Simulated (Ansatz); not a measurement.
## How many bands does the GW gap of Sb (honeycomb multilayer) need?

Aim: see how the G0W0 gap of Sb (honeycomb multilayer) on PBE moves with empty bands and screening cutoff, and what each rung costs.

Method: G0W0 on PBE, plane waves, PAW; PAW set soft_1, in Ansatz 0.2.0.

## (1) The structure

The cell holds 4 atoms: 4 Sb. Its edges and angles: a = 4.078 Å, b = 4.078 Å, c = 37.800 Å, α = 90.0°, β = 90.0°, γ = 120.0°. Regions: layer 1 (Sb-hc), 2 atoms (2 Sb); layer 2 (Sb-hc), 2 atoms (2 Sb). Vacuum lies along c.

The structure was relaxed with PBE-D3(BJ). The runs that relaxed it are not among those shown. Spin-orbit coupling is left out unless a step names it. The Coulomb interaction is cut off across the vacuum.

## (2) 267 empty bands, screening to 36 eV

Now the one-shot GW correction: screening in the RPA, then the self-energy of the levels asked for. This step takes PAW set soft_1 files.

File input.yaml:

```yaml
crystal:
  lattice:
    - [4.078463948, 0.0, 0.0]
    - [-2.039231974, 3.5320533874, 0.0]
    - [0.0, 0.0, 37.8]
  atoms:
    - { symbol: Sb, position: [0.3333333333, 0.6666666667, 0.4468740392] }
    - { symbol: Sb, position: [0.6666666667, 0.3333333333, 0.4033444523] }
    - { symbol: Sb, position: [0.6666666667, 0.3333333333, 0.5966555477] }
    - { symbol: Sb, position: [0.3333333333, 0.6666666667, 0.5531259608] }
  periodic: [true, true, false]
kpoints:
  mp_grid: { grid: [3, 3, 1] }
hamiltonian:
  xc: pbe
  pseudopotentials: { kind: paw, azcp: { folder: soft_1 } }
scf:
  occupations: { method: fixed }
gw:
  n_empty_bands: 267
  ecut_chi: 36
  qp_bands: [v2, c2]
  qp_kpoints: band_edges
  screening: { model: contour_deformation }
```

On the command line:

```console
ansatz run input.yaml --threads 4 --pin off --max-ram 17510MiB --backend cpu --events-out ev --progress --plain --runs-dir out
```

Numbers of over 12 decimals in the logs are rounded to 6 here.

Output:

```text
Engine: ansatz 0.2.0, aarch64-unknown-linux-gnu
Pseudopotentials: kind: paw
Pseudopotential: Sb, paw, valence charge 15, recommended cutoff 420 eV (normal), soft_1/Sb.paw.azcp
Functional definition: PBE
  parameter kappa = 0.804
  parameter beta = 0.066725
  exchange = pbe_x(kappa = kappa, mu = beta*pi^2/3)
  correlation = pbe_c(beta = beta)
Crystal: 4 atoms, lattice volume = 544.522 Å³
Basis set: ecut = 420 eV, 10591 PW (Γ)
Bands: 36, of which v1, the nominal top of the filled ones, is band 30 counted from 1 (29 counted from 0)
Symmetry: 12 space group operations
Space group: P-6m2 (ITA 187), of the structure as read, at distance tolerance 8.2e-5 Å
k-points: 3 of 9 (time reversal used)
Non-local potential: Sb, projectors of the file, l = 0: 2, l = 1: 2, l = 2: 2, l = 3: 1
PAW form: soft (Blöchl's): semilocal exchange-correlation on the pseudo side does not see the compensation charge
PAW one-centre angular grid: Sb, 590 points (default); XC on 64 Gauss nodes
Initial density: superposition of atomic densities (neutral atoms: chi_scale 0, normalization atom)
Initial wavefunctions: pseudopotential atomic-orbital guess
Functional: x = pbe(κ = 0.804, μ = 0.219515), c = pbe(β = 0.066725)
iter 1 solved again at ethr=1.02e-3 eV; its pass at ethr=3.10e-3 eV (dr2=6.13e-1 eV) is discarded
SCF iter   1: F=—  HF=-25937.246363 eV  |F-HF|=—  |Δ(HF+E_count)|=         —  Δρ=1.00e-2  dr2=6.21e-1  ethr=1.02e-3  ⟨swp⟩=1.7  Hψ=559  notcnv=0  defer=12
preconditioner: auto → Resta (q_TF=auto, 1.889 Å⁻¹)  ε∞=2.0  [insulator: Δε(μ)=1.014 eV  Ē_g=7.273 eV  n_scr=64 (ndim 8)  ℏωp=7.1 eV  f_vac=0.692  ε∞_Penn≈2.0  vacuum switching on, ρ_ref=3.8e-3 e/Å³]
SCF iter   2: F=—  HF=-25937.175646 eV  |F-HF|=—  |Δ(HF+E_count)|=   7.07e-2  Δρ=5.49e-3  dr2=1.76e-1  ethr=1.02e-3  ⟨swp⟩=2.0  Hψ=128  notcnv=0  defer=12
SCF iter   3: F=—  HF=-25937.171720 eV  |F-HF|=—  |Δ(HF+E_count)|=   3.93e-3  Δρ=1.21e-3  dr2=7.20e-2  ethr=2.94e-4  ⟨swp⟩=3.7  Hψ=174  notcnv=0  defer=12
SCF iter   4: F=—  HF=-25937.165168 eV  |F-HF|=—  |Δ(HF+E_count)|=   6.55e-3  Δρ=6.72e-4  dr2=7.16e-3  ethr=1.20e-4  ⟨swp⟩=3.0  Hψ=144  notcnv=0  defer=12
SCF iter   5: F=—  HF=-25937.165632 eV  |F-HF|=—  |Δ(HF+E_count)|=   4.64e-4  Δρ=1.39e-4  dr2=1.36e-4  ethr=1.19e-5  ⟨swp⟩=3.3  Hψ=164  notcnv=0  defer=12
SCF iter   6: F=—  HF=-25937.165766 eV  |F-HF|=—  |Δ(HF+E_count)|=   1.34e-4  Δρ=3.02e-5  dr2=1.54e-5  ethr=2.27e-7  ⟨swp⟩=3.3  Hψ=194  notcnv=0  defer=12
SCF iter   7: F=—  HF=-25937.165782 eV  |F-HF|=—  |Δ(HF+E_count)|=   1.58e-5  Δρ=8.33e-6  dr2=7.70e-7  ethr=2.57e-8  ⟨swp⟩=3.0  Hψ=151  notcnv=0  defer=12
SCF iter   8: F=-25937.165783 eV  HF=-25937.165783 eV  |F-HF|=1.70e-8  |Δ(HF+E_count)|=   1.39e-6  Δρ=1.89e-6  dr2=6.06e-8  ethr=1.67e-10  ⟨swp⟩=16.0  Hψ=629  notcnv=0
SCF 1 converged in 8 iterations: F = -25937.165783 eV  dr2 = 6.06e-8
  greatest PAW one-centre occupation: 0.995 electrons in one spin orbital (limit 2), on the Sb atom at site 2 (counted from 0), in its partial waves of l = 2
NSCF: frozen V_eff on 3 k-points
G₀W₀ screening: q 1/3
[... further progress lines ...]
NSCF: frozen V_eff on 1 k-points
SCF converged after 8 iterations
Free energy (F): -25937.165783 eV
Harris-Foulkes:  -25937.165783 eV  (|F-HF|=1.70e-8)
Internal energy: -25937.165783 eV  (E = F + TS)
E sigma→0 (E₀):  -25937.165783 eV
Fermi energy:    -4.521330 eV
--- Per-component energies (eV) ---
  E_band       = -1501.801537
  E_kinetic    = 651.596538
  E_local      = -143758.361633  (includes V_loc(G=0)·N_el)
  E_nonlocal   = 1559.684206
  E_hartree    = 70917.874622
  E_xc         = -393.881720
  E_vxc        = -360.730422  (∫ρ·V_xc dr)
  E_paw        = -18175.306407  (= ΣΔE_a)
  E_vpaw       = -1429.700831  (= ΣTr[D̂ρ^β])
  E_aug_tail   = 0.000551  (compensation charges beyond the density's cutoff)
  E_ewald      = 63261.228059
  E_smearing   = -0.000000  (= −TS)
  E_closure    = 0.000000  (closes the sum)
  Σ components = -25937.165783   (vs F -25937.165783, Δ=0.00e0)
--- Band table (eV) ---
  k-point 0: bands = [... 26 lower, -4.5765, -4.5765, -4.5213, -4.5213, -3.0414, -2.5928, -1.8315, -1.8315, ... 2 higher]
  k-point 1: bands = [... 26 lower, -5.8941, -5.8638, -5.8397, -5.2126, -3.6297, -3.0258, -1.8299, -1.2101, ... 2 higher]
  k-point 2: bands = [... 26 lower, -6.9156, -6.5675, -6.4241, -6.1280, -3.4492, -2.9796, -1.5154, -1.5068, ... 2 higher]
--- G₀W₀: contour deformation, 6 samples at zero and on the imaginary axis and 1 off it, 9 q-points, 267 empty bands' worth ---
  eigenvalues of the whole cell's RPA ε∞ on this k-mesh (on a slab, of 1 + 4πα/V) = 1.2428, 10.6662, 10.6662; static W/v taken at q = 0 is 0.239270
  bands read: the sum over 297 bands ends inside a degenerate multiplet in 1 slot, whose members it reads at an even weight; the widest, k=0: bands 297 to 298 (counted from 1) at 1/2 each
  gw.qp_kpoints: band_edges: 3 of 3 stored k-points solved, in 1 pass; an edge of the gap read off the rows below is read off those points alone
    ik  band        ε_KS         Σx   Σc(E_QP)       V_xc       Z   E_QP_lin       E_QP  E_QP is
     0    29     -4.5213   -15.3687     1.6495   -13.8483  0.7207    -4.3928    -4.3923  root
     0    30     -4.5213   -15.3687     1.6495   -13.8483  0.7207    -4.3928    -4.3923  root
     0    31     -3.0414    -8.7018    -3.5503   -12.6941  0.7324    -2.5920    -2.5995  root
     0    32     -2.5928    -8.7468    -3.8713   -13.1931  0.7223    -2.0018    -2.0178  root
     1    29     -5.8397   -15.0019     1.9993   -13.0278  0.7006    -5.8144    -5.8144  root
     1    30     -5.2126   -13.8335     1.3486   -12.6176  0.7129    -5.0807    -5.0799  root
     1    31     -3.6297    -7.2420    -3.0930   -10.5012  0.7336    -3.4626    -3.4634  root
     1    32     -3.0258    -7.5221    -3.3526   -11.1611  0.7177    -2.7347    -2.7395  root
     2    29     -6.4241   -14.2750     2.0533   -12.2187  0.6759    -6.4272    -6.4272  root
     2    30     -6.1280   -14.2312     1.7719   -12.5324  0.7033    -6.0550    -6.0549  root
     2    31     -3.4492    -6.5862    -3.1026    -9.8187  0.7286    -3.3188    -3.3193  root
     2    32     -2.9796    -6.9865    -3.2769   -10.4769  0.7102    -2.7613    -2.7661  root
```

The job ended after 43 s (4 threads of Arm Neoverse V1, shared host; peak memory 2.5 GiB; 2.7 min of CPU time).

The column dr2 measures how far the density is from self-consistency, as an energy; F and HF (Harris–Foulkes) agree once it is small.

Numbers from this step:

```yaml
bands_summed: 297
plane_waves_in_the_screening_matrix: 223
q_points_in_the_mesh: 9
g0w0_gap_on_the_mesh: 0.9289 eV
k_of_the_valence_top: 0, 0, 0
k_of_the_conduction_bottom: 0, 0.3333, 0
starting_gap_on_the_mesh: 0.8916 eV
z_at_the_valence_top: 0.7207
z_at_the_conduction_bottom: 0.7336
least_direct_g0w0_gap_on_the_computed_points: 1.616 eV
```

The gap on the mesh goes from 0.89 eV to 0.93 eV, a correction of +0.04 eV. Between the two edge states, bare exchange in place of the xc potential would open the gap by 4.78 eV, and correlation takes back 4.74 eV.

## (3) 647 empty bands, screening to 65 eV

Bands and screening cutoff are moved together, since each hides the error of the other.

Changes to input.yaml since step 2:

```diff
@@ -18,5 +18,6 @@
   occupations: { method: fixed }
+  convergence: { dr2_threshold: 1.0e-10 }
 gw:
-  n_empty_bands: 267
-  ecut_chi: 36
+  n_empty_bands: 647
+  ecut_chi: 65.0
   qp_bands: [v2, c2]
```

Output:

```text
[...]
Crystal: 4 atoms, lattice volume = 544.522 Å³
Basis set: ecut = 420 eV, 10591 PW (Γ)
Bands: 36, of which v1, the nominal top of the filled ones, is band 30 counted from 1 (29 counted from 0)
[... 1 set-up line as in the run before ...]
[...]
k-points: 3 of 9 (time reversal used)
[...]
SCF iter  11: F=-25937.165783 eV  HF=-25937.165783 eV  |F-HF|=1.09e-10  |Δ(HF+E_count)|=  2.91e-11  Δρ=2.79e-8  dr2=3.99e-12  ethr=1.00e-12  ⟨swp⟩=13.3  Hψ=612  notcnv=0
SCF 1 converged in 11 iterations: F = -25937.165783 eV  dr2 = 3.99e-12
[...]
NSCF: frozen V_eff on 3 k-points
G₀W₀ screening: q 1/3
[... further progress lines ...]
[...]
SCF converged after 11 iterations
Free energy (F): -25937.165783 eV
[...]
Internal energy: -25937.165783 eV  (E = F + TS)
E sigma→0 (E₀):  -25937.165783 eV
Fermi energy:    -4.521325 eV
[...]
--- Band table (eV) ---
  k-point 0: bands = [... 26 lower, -4.5765, -4.5765, -4.5213, -4.5213, -3.0414, -2.5928, -1.8315, -1.8315, ... 2 higher]
  k-point 1: bands = [... 26 lower, -5.8941, -5.8638, -5.8397, -5.2126, -3.6296, -3.0258, -1.8298, -1.2101, ... 2 higher]
  k-point 2: bands = [... 26 lower, -6.9156, -6.5675, -6.4241, -6.1280, -3.4491, -2.9796, -1.5154, -1.5067, ... 2 higher]
[...]
0    29     -4.5213   -15.3687     1.2947   -13.8483  0.7169    -4.7486    -4.7471  root
     0    30     -4.5213   -15.3687     1.2947   -13.8483  0.7169    -4.7486    -4.7471  root
     0    31     -3.0414    -8.7019    -3.8064   -12.6941  0.7310    -2.8543    -2.8556  root
     0    32     -2.5928    -8.7468    -4.1359   -13.1931  0.7168    -2.2791    -2.2824  root
     1    29     -5.8397   -15.0019     1.6941   -13.0278  0.6975    -6.1212    -6.1196  root
     1    30     -5.2126   -13.8335     1.0530   -12.6176  0.7107    -5.3772    -5.3755  root
     1    31     -3.6296    -7.2420    -3.2728   -10.5013  0.7327    -3.6432    -3.6432  root
     1    32     -3.0258    -7.5221    -3.5501   -11.1611  0.7170    -2.9366    -2.9370  root
     2    29     -6.4241   -14.2750     1.7964   -12.2186  0.6736    -6.6932    -6.6841  root
     2    30     -6.1280   -14.2311     1.4881   -12.5324  0.7007    -6.3404    -6.3386  root
     2    31     -3.4491    -6.5863    -3.2559    -9.8188  0.7280    -3.4726    -3.4726  root
     2    32     -2.9796    -6.9865    -3.4449   -10.4770  0.7101    -2.9340    -2.9342  root
```

It took 3.9 min on 4 threads; peak memory 6.6 GiB.

This step gave:

| Item | Value |
| --- | --- |
| bands summed | 677 |
| plane waves in the screening matrix | 667 |
| q-points in the mesh | 9 |
| G0W0 gap on the mesh | 1.104 eV |
| k of the valence top | 0, 0, 0 |
| k of the conduction bottom | 0, 0.3333, 0 |
| starting gap on the mesh | 0.8917 eV |
| Z at the valence top | 0.7169 |
| Z at the conduction bottom | 0.7327 |
| least direct G0W0 gap on the computed points | 1.732 eV |

Against the run with 3×3×1 mesh, 267 empty bands, screening to 36 eV, PAW set soft_1 files, the gap moves by +0.17 eV.

## (4) Side by side

Times are wall times on 4 threads of Arm Neoverse V1, shared host, good to a factor of about two.

```csv
mesh,files,frequency,bands summed,cutoff (eV),start (eV),G0W0 (eV),time,host memory (GiB)
3×3×1,PAW set soft_1,contour deformation,297,36,0.892,0.929,43 s,2.5
3×3×1,PAW set soft_1,contour deformation,677,65,0.892,1.104,3.9 min,6.6
```

How the two edges are built up, in eV (the quasiparticle level is the starting level plus Σx plus Σc less Vxc):

```csv
run,edge,start,Σx,Σc,Vxc,Z,QP
297 bands,valence top,-4.52,-15.37,1.65,-13.85,0.72,-4.39
297 bands,conduction bottom,-3.63,-7.24,-3.09,-10.50,0.73,-3.46
677 bands,valence top,-4.52,-15.37,1.29,-13.85,0.72,-4.75
677 bands,conduction bottom,-3.63,-7.24,-3.27,-10.50,0.73,-3.64
```

## (5) Results

```
297 bands, 36 eV                    : 0.929 eV
677 bands, 65 eV                    : 1.104 eV
estimated limit in bands and cutoff : 1.24 eV
mesh and start                      : 3×3×1, PBE
```

In words: A line in one over the bands through the two rungs gives 1.24 eV, +0.14 eV from the top rung; with two points alone it is an unchecked estimate. The rungs stand 0.31 eV (297 bands) and 0.14 eV (677 bands) from it. From 297 to 677 bands the gap moves by +0.17 eV while the time grows 5.4-fold. Σc changes by −0.35 eV at the valence top and −0.18 eV at the conduction bottom, so both edges matter. The mesh in the plane is coarse for a sheet; gap and any exciton binding can still move on denser ones. The many-body steps are scalar-relativistic: spin-orbit coupling is not in them.

[Paths, hosts, dates, memory and timing lines, banners, echoed tables and standing remarks are left out of the program output.]

[Logs are printed without paths, hosts, clocks, repeated set-up lines and the standing remarks that a program may print on its own settings, such as how far it seeks lower states.]

[Runs of the session that timed out or met a known fault of the program may be left out.]

[Cells called generated may have been cut or substituted from an entry of the Crystallography Open Database or the Materials Project.]

[Hosts, paths, dates, database ids (printed as entryN), source tags and the programs' standing remarks are cut or masked in the printed files.]
